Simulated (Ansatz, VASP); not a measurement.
**Be2H: VASP beside Ansatz**

Contents of INCAR:

```
SYSTEM = Be2H
PREC = Accurate
ENCUT = 600
EDIFF = 1E-7
ISMEAR = 0
SIGMA = 0.1
LREAL = .FALSE.
LASPH = .TRUE.
NELM = 100
ALGO = Normal
ISIF = 3
LWAVE = .FALSE.
LCHARG = .FALSE.
GGA = PE
IBRION = 2
NSW = 90
EDIFFG = -0.04
```

File KPOINTS:

```
Automatic mesh
0
G
  9 9 4
  0 0 0
```

POSCAR

```
Be2H
1.0
    2.4278832900      0.0000000000      0.0000000000
   -1.2139416500      2.1026086100      0.0000000000
    0.0000000000      0.0000000000      4.2336797700
Be H
2 1
Direct
    0.3333333300      0.6666666700      0.2271585000
    0.6666666700      0.3333333300      0.7728415000
    0.0000000000      0.0000000000      0.0000000000
```

Input for Ansatz:

```yaml
crystal:
  lattice:
    - [2.42788329, 0.0, 0.0]
    - [-1.21394165, 2.10260861, 0.0]
    - [0.0, 0.0, 4.23367977]
  atoms:
    - { symbol: Be, position: [0.33333333, 0.66666667, 0.2271585] }
    - { symbol: Be, position: [0.66666667, 0.33333333, 0.7728415] }
    - { symbol: H, position: [0.0, 0.0, 0.0] }
basis:
  ecutwfc: 420
kpoints:
  mp_grid: { grid: [9, 9, 4] }
hamiltonian:
  xc: pbe
scf:
  occupations: { method: gaussian, width: 0.1 }
  lower_state_search: "off"
output:
  forces: true
  stress: true
  eigenvalues: true
relax:
  adjacent_minimum: "off"
  f_tol: 0.04
  max_steps: 70
  cell: { stress_tol: 0.4 }
```

Change from the starting cell: species swapped into the FeI2 type (P-3m1, No. 164).

Alike in both runs: task relaxation of cell and atoms; functional PBE; k mesh 9 × 9 × 4; occupations gaussian, width 0.1 eV; no spin polarisation.

```csv
,VASP,Ansatz
version,VASP 6.6.1,Ansatz 0.2.0
potentials or method,"VASP PAW PBE potentials, release 64 (Be, H)","scalar-relativistic, plane waves, PAW"
plane-wave cutoff (eV),600,420
valence electrons in the cell,5,5
```

```tsv
	VASP	Ansatz	Ansatz less VASP
gap on the k mesh at the Fermi level, each at its own relaxed structure (eV)	none	none	-
relaxed volume (Å³/atom)	6.74	6.64	-0.098
relaxed cell length with the largest relative difference (Å)	4.651	4.069	-0.5823
energy change over the relaxation (meV/atom)	-183	-138	+44.9
```

A gap of «none» marks a metal or a gap that the smearing closes. One of these differences is far larger than is usual between the two programs; its cause wasn't traced.

Caveats: the k mesh is coarse (spacing up to 0.37 Å⁻¹), so the values aren't converged.
